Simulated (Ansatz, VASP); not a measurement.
## One calculation of Ag, two programs

```xyz
1
Lattice="2.5337 0.0000 0.0000 0.0000 2.5337 0.0000 0.0000 0.0000 2.5337" Properties=species:S:1:pos:R:3 pbc="T T T"
Ag    0.0000    0.0000    0.0000
```

Change from the starting cell: volume scaled by 0.84, LAPW.

Alike in both runs: task single point; functional PBEsol; k mesh 16 × 16 × 16; occupations fermi-dirac, width 0.05 eV; no spin polarisation.

|  | VASP | Ansatz |
| --- | --- | --- |
| version | VASP 6.6.1 | Ansatz 0.2.0 |
| potentials or method | VASP PAW PBE potentials, release 64 (Ag), cutoff 520 eV | all-electron LAPW, scalar-relativistic |

Ansatz gave:

- pressure (GPa): 24.9

Q: Estimate VASP's values.

A: Pressure (GPa): 24.4.

Ansatz ran all-electron here, so the differences hold the error of VASP's frozen core and of both bases.

Caveats: so large a pressure means that the cell lies far from this level's equilibrium, or that cutoff or potentials fall short (VASP); the potentials were made for another functional, which shifts forces and pressure (VASP).
